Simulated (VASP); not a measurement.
The system is PtS2.

```
Pt S
1.0
     3.54320    0.00000    0.00000
    -1.77160    3.06850    0.00000
     0.00000    0.00000    5.03880
Pt S
1 2
Direct
  0.00000 0.00000 0.00000
  0.66667 0.33333 0.77300
  0.33333 0.66667 0.22700
```

* Program: VASP 6.6.1
* Task: relaxation of cell and atoms
* Functional: PBE
* Potentials or basis: VASP PAW PBE potentials, release 64 (Pt, S)
* Cutoff: 600 eV
* k mesh: 9 × 9 × 5
* Occupations: fermi-dirac, width 0.05 eV
* Spin: no spin polarisation

At the start: pressure 11.1 GPa; volume 18.26 Å³/atom.

Q: Where does the relaxation end?

A: Over 21 steps the energy falls by 62.7 meV/atom and the volume is 22.74 Å³/atom (+24.5 %); space group P-3m1 (No. 164, to 0.05 Å).

Step by step:
| step | energy change (eV) | largest force (eV/Å) | pressure (GPa) | volume (Å³) |
| --- | --- | --- | --- | --- |
| 1 | 0.0000 | 1.2127 | 11.13 | 54.78 |
| 2 | 0.2406 | 1.3965 | -12.59 | 65.47 |
| 3 | -0.1406 | 0.0194 | -0.42 | 58.46 |
| 4 | -0.1408 | 0.0556 | -0.07 | 58.33 |
| 5 | -0.1408 | 0.0757 | 0.11 | 58.26 |
| 6 | -0.1481 | 0.0029 | 0.19 | 58.34 |
| 7 | -0.1528 | 0.1625 | 0.35 | 58.49 |
| 8 | -0.1529 | 0.1405 | 0.32 | 58.47 |
| 9 | -0.1558 | 0.1543 | 0.11 | 58.88 |
| 10 | -0.1629 | 0.1908 | -0.49 | 60.12 |
| 11 | -0.1709 | 0.2500 | -1.48 | 62.60 |
| 12 | -0.1719 | 0.2367 | -1.38 | 62.66 |
| 13 | -0.1747 | 0.1957 | -1.07 | 62.83 |
| 14 | -0.1790 | 0.1108 | -0.41 | 63.18 |
| 15 | -0.1818 | 0.0728 | 0.96 | 63.86 |
| 16 | -0.1819 | 0.0507 | 0.78 | 63.78 |
| 17 | -0.1827 | 0.0546 | 0.78 | 64.14 |
| 18 | -0.1847 | 0.0714 | 0.78 | 65.25 |
| 19 | -0.1865 | 0.1205 | 0.87 | 67.45 |
| 20 | -0.1879 | 0.0364 | -0.35 | 68.48 |
| 21 | -0.1881 | 0.0035 | -0.04 | 68.22 |

Final structure:
```yaml
crystal:
  lattice:
    - [3.57665, 0.00000, 0.00000]
    - [-1.78833, 3.09747, 0.00000]
    - [0.00000, 0.00000, 6.15772]
  atoms:
    - { symbol: Pt, position: [0.00000, 0.00000, 0.00000] }
    - { symbol: S, position: [0.66667, 0.33333, 0.80127] }
    - { symbol: S, position: [0.33333, 0.66667, 0.19873] }
```

Caveat: the volume moved by over 15 % at a fixed basis, so the end points are rough; this functional lacks dispersion, which binds the layers, so the pressure and a relaxed spacing across them are unreliable, and here the layers came unbound; the volume moved by +25 % from the deposited cell, more than functionals usually miss.
